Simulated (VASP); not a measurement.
# VASP inputs for Ge (strained diamond)

INCAR

```
SIGMA = 0.02
ALGO = Normal
LREAL = .FALSE.
EDIFF = 1E-7
ISIF = 2
NELM = 120
LCHARG = .FALSE.
LASPH = .TRUE.
LWAVE = .FALSE.
NSW = 0
IBRION = -1
NBANDS = 21
PREC = Accurate
METAGGA = R2SCAN
ENCUT = 520
ISMEAR = -1
```

KPOINTS

```
KPOINTS created by Atomic Simulation Environment
0
Gamma
8 8 8
0 0 0
```

KPOINTS_OPT

```
special points
7
Reciprocal
0.0000000000 0.0000000000 0.0000000000 1
0.5000000000 0.0000000000 0.5000000000 1
0.6250000000 0.2500000000 0.6250000000 1
0.3750000000 0.3750000000 0.7500000000 1
0.5000000000 0.5000000000 0.5000000000 1
0.5000000000 0.2500000000 0.7500000000 1
0.0000000000 0.0000000000 0.5000000000 1
```

POSCAR

```
Ge
 1.0000000000000000
     0.0000000000000000    2.8368735120999999    2.9219797175000002
     2.8368735120999999    0.0000000000000000    2.9219797175000002
     2.8368735120999999    2.8368735120999999    0.0000000000000000
 Ge
   2
Cartesian
  0.0000000000000000  0.0000000000000000  0.0000000000000000
  1.4184367560499997  1.4184367560499997  1.4609898587499999
```

VASP ran with the recommended PBE PAW datasets (28 valence electrons in the cell).

What does this run give?

gap between bands v and c 0.00 eV; least direct gap 0.00 eV; pressure -1.8 GPa.

Band v is the last that the valence electrons fill when counted band by band, and c is the next. Levels in eV from the top of v:

| point | v−1 | v | c | c+1 |
| --- | --- | --- | --- | --- |
| Γ | -0.05 | 0.00 | 0.00 | 2.57 |
| X | -3.24 | -3.24 | 0.85 | 0.85 |
| K | -4.38 | -2.58 | 1.50 | 4.52 |
| L | -1.64 | -1.37 | 0.22 | 3.83 |
| W | -3.95 | -3.95 | 4.52 | 4.52 |
